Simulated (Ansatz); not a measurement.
Sc (simple hexagonal type), DFT, PBE, PAW with Ansatz's default frozen-core files, scalar-relativistic (Ansatz 0.2.0), on 1 thread of Arm Neoverse V1 (shared host).

Command: `ansatz run input.yaml --threads 1 --pin off --max-ram 2048MiB --backend cpu --events-out ev --progress --plain --runs-dir out`

```yaml
crystal:
  lattice:
    - [2.4010871322, 0.0, 0.0]
    - [-1.2005435661, 2.0794024532, 0.0]
    - [0.0, 0.0, 2.2847091714]
  atoms:
    - { symbol: Sc, position: [0.0, 0.0, 0.0] }
kpoints:
  mp_grid: { grid: [15, 15, 14] }
scf:
  occupations: { method: fermi_dirac, width: 0.1 }
hamiltonian:
  xc: pbe
  pseudopotentials: { kind: paw }
output:
  forces: true
  stress: true
  write_density: true
  write_potential: true
  elf: true
  volumetric_format: npy
relax:
  f_tol: 0.005
  max_steps: 30
  cell: { stress_tol: 0.64, fix: [volume] }
```

Question: How large is the problem that the program sets up?

Answer: 216 irreducible k-points, 217 plane waves at Γ, 10 bands.

Question: About how long does it take?

Answer: 7 s of wall time for 17 SCF iterations over 3 geometries. Times on shared machines scatter by tens of per cent.
